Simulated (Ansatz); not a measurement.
# ZrC (Fm-3m) in Ansatz: a series of runs

One crystal, ZrC, is run at these levels: PBE; tasks: single point, equation of state.

Everything below comes from runs of Ansatz 0.2.0. Logs are shortened: lines on timing, memory, paths and dates and some standing lists are left out, and cuts for length are marked.

**1. The crystal as given**

It takes space group Fm-3m (No. 225, cubic). The conventional cell has a = 4.730 Å, b = 4.730 Å, c = 4.730 Å, α = 90.00°, β = 90.00°, γ = 90.00°. Zr (site symmetry m-3m) is surrounded by 6 C at 2.37 Å. C (site symmetry m-3m) is surrounded by 6 Zr at 2.37 Å.

**2. Single point, PBE, 12.43 Å³/atom (volume scaled by 0.94)**

File input.yaml:

```yaml
crystal:
  lattice:
    - [0.0, 2.3167211471, 2.3167211471]
    - [2.3167211471, 0.0, 2.3167211471]
    - [2.3167211471, 2.3167211471, 0.0]
  atoms:
    - { symbol: Zr, position: [0.5, 0.5, 0.5] }
    - { symbol: C, position: [0.0, 0.0, 0.0] }
hamiltonian:
  xc: pbe
  pseudopotentials: { kind: nc, accuracy: standard }
kpoints:
  mp_grid: { grid: [10, 10, 10] }
scf:
  occupations: { method: fermi_dirac, width: 0.05 }
output:
  forces: true
  stress: true
  eigenvalues: true
  write_density: true
  write_potential: true
  elf: true
  volumetric_format: npy
```

Potentials or basis: PseudoDojo standard (PBE files).

Launch:

```
ansatz run input.yaml --threads 2 --pin off --max-ram 5632MiB --backend cpu --events-out ev --progress --plain --runs-dir out
```

What it wrote:

```text
Warning: RAYON_NUM_THREADS=2 ignored (pool sized by the plan → 2); use --threads N
Engine: ansatz 0.2.0, aarch64-unknown-linux-gnu
Pseudopotentials: kind: nc
Pseudopotential: Zr, nc, valence charge 12, recommended cutoff 897.975746 eV (normal), Zr.nc.azcp (PseudoDojo's, or run here from an input of PseudoDojo's; its table is named by hamiltonian.pseudopotentials.accuracy)
Pseudopotential: C, nc, valence charge 4, recommended cutoff 1115.666836 eV (normal), C.nc.azcp (PseudoDojo's, or run here from an input of PseudoDojo's; its table is named by hamiltonian.pseudopotentials.accuracy)
Functional definition: PBE
  parameter kappa = 0.804
  parameter beta = 0.06672455060314922
  exchange = pbe_x(kappa = kappa, mu = beta*pi^2/3)
  correlation = pbe_c(beta = beta)
Crystal: 2 atoms, lattice volume = 24.869 Å³
Basis set: ecut = 1115.666836 eV, 2085 PW (Γ), exchange–correlation on 72×72×72 points (8 copies of the dense FFT grid, shifted against one another)
Bands: 12, of which v1, the nominal top of the filled ones, is band 8 counted from 1 (7 counted from 0)
Symmetry: 48 space group operations
Space group: Fm-3m (ITA 225), of the structure as read, at distance tolerance 2.9e-5 Å
k-points: 47 of 1000
Non-local potential: Zr, projectors of the file, l = 0: 2, l = 1: 2, l = 2: 2
Non-local potential: C, projectors of the file, l = 0: 2, l = 1: 2
Initial density: superposition of atomic densities (chi_scale 0.1, normalization cell, long waves kept (reshape's long-wave potential 0.00 eV rms))
Initial wavefunctions: pseudopotential atomic-orbital guess
Functional: x = pbe(κ = 0.804, μ = 0.2195149727645171), c = pbe(β = 0.06672455060314922)
SCF iter   1: F=—  HF=-1543.740536 eV  |F-HF|=—  |Δ(HF+E_count)|=         —  Δρ=9.21e-2  dr2=3.12e0  ethr=3.10e-3  ⟨swp⟩=6.0  Hψ=3612  notcnv=0
preconditioner: auto → none  [insulator: Δε(μ)=0.208 eV  Ē_g=18.360 eV  σ=0.050 eV  W_gap=0.77  n_scr=8 (ndim 8)  ℏωp=27.9 eV  f_vac=0.000  D(μ)=0.13/eV (n_scr^D=0)  ε∞_Penn≈3.3]
SCF iter   2: F=—  HF=-1543.484363 eV  |F-HF|=—  |Δ(HF+E_count)|=   2.56e-1  Δρ=7.70e-2  dr2=1.81e0  ethr=3.10e-3  ⟨swp⟩=4.3  Hψ=1724  notcnv=0
SCF iter   3: F=—  HF=-1543.055000 eV  |F-HF|=—  |Δ(HF+E_count)|=   4.29e-1  Δρ=1.42e-2  dr2=2.24e-2  ethr=3.10e-3  ⟨swp⟩=3.2  Hψ=1244  notcnv=0
SCF iter   4: F=—  HF=-1543.059305 eV  |F-HF|=—  |Δ(HF+E_count)|=   4.31e-3  Δρ=3.53e-3  dr2=2.62e-3  ethr=1.40e-4  ⟨swp⟩=3.0  Hψ=1141  notcnv=0
SCF iter   5: F=—  HF=-1543.058272 eV  |F-HF|=—  |Δ(HF+E_count)|=   1.03e-3  Δρ=1.41e-3  dr2=3.66e-4  ethr=1.64e-5  ⟨swp⟩=2.4  Hψ=952  notcnv=0
SCF iter   6: F=—  HF=-1543.058122 eV  |F-HF|=—  |Δ(HF+E_count)|=   1.50e-4  Δρ=6.43e-5  dr2=2.86e-7  ethr=2.29e-6  ⟨swp⟩=3.0  Hψ=946  notcnv=0
SCF iter   7: F=—  HF=-1543.058127 eV  |F-HF|=—  |Δ(HF+E_count)|=   4.92e-6  Δρ=9.77e-6  dr2=2.70e-8  ethr=6.25e-10  ⟨swp⟩=13.1  Hψ=4912  notcnv=0
SCF iter   8: F=-1543.058127 eV  HF=-1543.058127 eV  |F-HF|=5.32e-11  |Δ(HF+E_count)|=   4.43e-9  Δρ=5.26e-7  dr2=6.67e-11  ethr=1.69e-10  ⟨swp⟩=7.3  Hψ=3450  notcnv=0
SCF 1 converged in 8 iterations: F = -1543.058127 eV  dr2 = 6.67e-11
SCF converged after 8 iterations
Free energy (F): -1543.058127 eV
Harris-Foulkes:  -1543.058127 eV  (|F-HF|=5.32e-11)
Internal energy: -1543.055776 eV  (E = F + TS)
E sigma→0 (E₀):  -1543.056951 eV
Entropy (-TS):   -0.002352 eV (-1.176 meV/atom)
Fermi energy:    15.736836 eV
--- Per-component energies (eV) ---
  E_band       = -34.599940
  E_kinetic    = 503.732009
  E_local      = -717.725015  (includes V_loc(G=0)·N_el)
  E_nonlocal   = 140.573727
  E_hartree    = 165.196331
  E_xc         = -332.380889
  E_vxc        = -291.573430  (∫ρ·V_xc dr)
  E_ewald      = -1302.451939
  E_smearing   = -0.002352  (= −TS)
  E_closure    = 0.000000  (closes the sum)
  Σ components = -1543.058127   (vs F -1543.058127, Δ=0.00e0)
--- Forces (eV/Å), atoms counted from 1 ---
  atom   1  Zr     0.00000000    -0.00000000    -0.00000000
  atom   2  C     -0.00000000     0.00000000    -0.00000000
  max |Σ_I F_I| component: 6.21e-29 eV/Å
--- Stress (GPa, compression-positive) ---
       12.024544      -0.000000       0.000000
        0.000000      12.024544       0.000000
        0.000000       0.000000      12.024544
  P = ⅓ Tr σ = 12.0245 GPa (120.245 kbar)
--- Band table (eV; the first three rows and the last of 47) ---
  k-point 0: bands = ["-32.2298", "-9.9131", "-9.9131", "-9.9131", "4.2574", "16.6766", "16.6766", "16.6766", "16.8289", "16.8289", "16.8289", "18.6644"]
  k-point 1: bands = ["-32.2181", "-10.0164", "-9.9218", "-9.9218", "4.4998", "15.3302", "15.6238", "15.6238", "17.2213", "17.2213", "17.6833", "19.8198"]
  k-point 2: bands = ["-32.1874", "-10.2776", "-9.9444", "-9.9444", "5.1628", "13.7025", "14.3813", "14.3813", "17.9105", "17.9105", "18.2885", "21.7879"]
  k-point 46: bands = ["-32.0652", "-10.5887", "-10.4275", "-10.2682", "6.0643", "13.2037", "13.3553", "13.4191", "18.2220", "20.0106", "21.7035", "22.7342"]
```

It took 2.5 s on 2 threads of Arm Neoverse V1, shared host; peak memory 0.32 GiB.

Results:

- Free energy: -1543.0581 eV
- Pressure: 12.0 GPa
- Band gap on the k mesh: none (metal or under the smearing width)

**3. Single point, PBE, 12.70 Å³/atom (volume scaled by 0.96)**

input.yaml, as its differences from that of step 2:

```diff
@@ -2,5 +2,5 @@
   lattice:
-    - [0.0, 2.3167211471, 2.3167211471]
-    - [2.3167211471, 0.0, 2.3167211471]
-    - [2.3167211471, 2.3167211471, 0.0]
+    - [0.0, 2.3330366223, 2.3330366223]
+    - [2.3330366223, 0.0, 2.3330366223]
+    - [2.3330366223, 2.3330366223, 0.0]
   atoms:
```

Potentials or basis: PseudoDojo standard (PBE files).

Launch:

```
ansatz run input.yaml --threads 2 --pin off --max-ram 5632MiB --backend cpu --events-out ev --progress --plain --runs-dir out
```

Wall time 2.5 s (2 threads of Arm Neoverse V1, shared host); peak memory 0.33 GiB.

It converged, with:

```yaml
Free_energy: -1543.0887 eV
Pressure: 6.6 GPa
Band_gap_on_the_k_mesh: none (metal or under the smearing width)
```

**4. Single point, PBE, 12.96 Å³/atom (volume scaled by 0.98)**

input.yaml, as its differences from that of step 3:

```diff
@@ -2,5 +2,5 @@
   lattice:
-    - [0.0, 2.3330366223, 2.3330366223]
-    - [2.3330366223, 0.0, 2.3330366223]
-    - [2.3330366223, 2.3330366223, 0.0]
+    - [0.0, 2.3491270385, 2.3491270385]
+    - [2.3491270385, 0.0, 2.3491270385]
+    - [2.3491270385, 2.3491270385, 0.0]
   atoms:
```

Launch:

```
ansatz run input.yaml --threads 2 --pin off --max-ram 5632MiB --backend cpu --events-out ev --progress --plain --runs-dir out
```

Run time: 2.6 s. Hardware: 2 threads of Arm Neoverse V1, shared host; peak memory 0.34 GiB.

It converged, with:

- Free energy: -1543.1022 eV
- Pressure: 1.7 GPa
- Band gap on the k mesh: none (metal or under the smearing width)

**5. Single point, PBE, 13.23 Å³/atom**

File input.yaml:

```yaml
crystal:
  lattice:
    - [0.0, 2.365, 2.365]
    - [2.365, 0.0, 2.365]
    - [2.365, 2.365, 0.0]
  atoms:
    - { symbol: Zr, position: [0.5, 0.5, 0.5] }
    - { symbol: C, position: [0.0, 0.0, 0.0] }
hamiltonian:
  xc: pbe
  pseudopotentials: { kind: nc, accuracy: standard }
kpoints:
  mp_grid: { grid: [10, 10, 10] }
scf:
  occupations: { method: fermi_dirac, width: 0.05 }
output:
  forces: true
  stress: true
  eigenvalues: true
```

Launch:

```
ansatz run input.yaml --threads 2 --pin off --max-ram 5632MiB --backend cpu --events-out ev --progress --plain --runs-dir out
```

Wall time 1.9 s (2 threads of Arm Neoverse V1, shared host); peak memory 0.34 GiB.

It converged, with:

| Property | Result |
| --- | --- |
| Free energy | -1543.1003 eV |
| Pressure | -2.8 GPa |
| Band gap on the k mesh | none (metal or under the smearing width) |

**6. Single point, PBE, 13.49 Å³/atom (volume scaled by 1.02)**

input.yaml, as its differences from that of step 5:

```diff
@@ -2,5 +2,5 @@
   lattice:
-    - [0.0, 2.365, 2.365]
-    - [2.365, 0.0, 2.365]
-    - [2.365, 2.365, 0.0]
+    - [0.0, 2.3806627081, 2.3806627081]
+    - [2.3806627081, 0.0, 2.3806627081]
+    - [2.3806627081, 2.3806627081, 0.0]
   atoms:
```

Potentials or basis: PseudoDojo standard (PBE files).

Launch:

```
ansatz run input.yaml --threads 2 --pin off --max-ram 5632MiB --backend cpu --events-out ev --progress --plain --runs-dir out
```

It took 2 s on 2 threads of Arm Neoverse V1, shared host; peak memory 0.34 GiB.

It converged, with:

```yaml
Free_energy: -1543.0845 eV
Pressure: -6.8 GPa
Band_gap_on_the_k_mesh: none (metal or under the smearing width)
```

**7. Single point, PBE, 13.76 Å³/atom (volume scaled by 1.04)**

input.yaml, as its differences from that of step 6:

```diff
@@ -2,5 +2,5 @@
   lattice:
-    - [0.0, 2.3806627081, 2.3806627081]
-    - [2.3806627081, 0.0, 2.3806627081]
-    - [2.3806627081, 2.3806627081, 0.0]
+    - [0.0, 2.39612199, 2.39612199]
+    - [2.39612199, 0.0, 2.39612199]
+    - [2.39612199, 2.39612199, 0.0]
   atoms:
```

Launch:

```
ansatz run input.yaml --threads 2 --pin off --max-ram 5632MiB --backend cpu --events-out ev --progress --plain --runs-dir out
```

It took 1.7 s on 2 threads of Arm Neoverse V1, shared host; peak memory 0.34 GiB.

Results (log left out):

- Free energy: -1543.0561 eV
- Pressure: -10.4 GPa
- Band gap on the k mesh: none (metal or under the smearing width)

**8. Single point, PBE, 14.02 Å³/atom (volume scaled by 1.06)**

input.yaml, as its differences from that of step 7:

```diff
@@ -2,5 +2,5 @@
   lattice:
-    - [0.0, 2.39612199, 2.39612199]
-    - [2.39612199, 0.0, 2.39612199]
-    - [2.39612199, 2.39612199, 0.0]
+    - [0.0, 2.411384325, 2.411384325]
+    - [2.411384325, 0.0, 2.411384325]
+    - [2.411384325, 2.411384325, 0.0]
   atoms:
```

Launch:

```
ansatz run input.yaml --threads 2 --pin off --max-ram 5632MiB --backend cpu --events-out ev --progress --plain --runs-dir out
```

Run time: 1.7 s. Hardware: 2 threads of Arm Neoverse V1, shared host; peak memory 0.34 GiB.

Results (log left out):

| Quantity | Value |
| --- | --- |
| Free energy | -1543.0164 eV |
| Pressure | -13.6 GPa |
| Band gap on the k mesh | none (metal or under the smearing width) |

**9. Equation of state, PBE**

Potentials or basis: PseudoDojo standard.

This step only gathers the single runs of the series.

Results:

| Item | Value |
| --- | --- |
| Equilibrium volume | 13.06 Å³/atom |
| Bulk modulus | 222 GPa |
| Pressure derivative of the bulk modulus | 4.1 |

Energy against volume, from the lowest point:
```csv
volume (Å³/atom),energy (meV/atom)
12.434,22.04
12.699,6.75
12.963,0.00
13.228,0.95
13.493,8.86
13.757,23.04
14.022,42.89
```
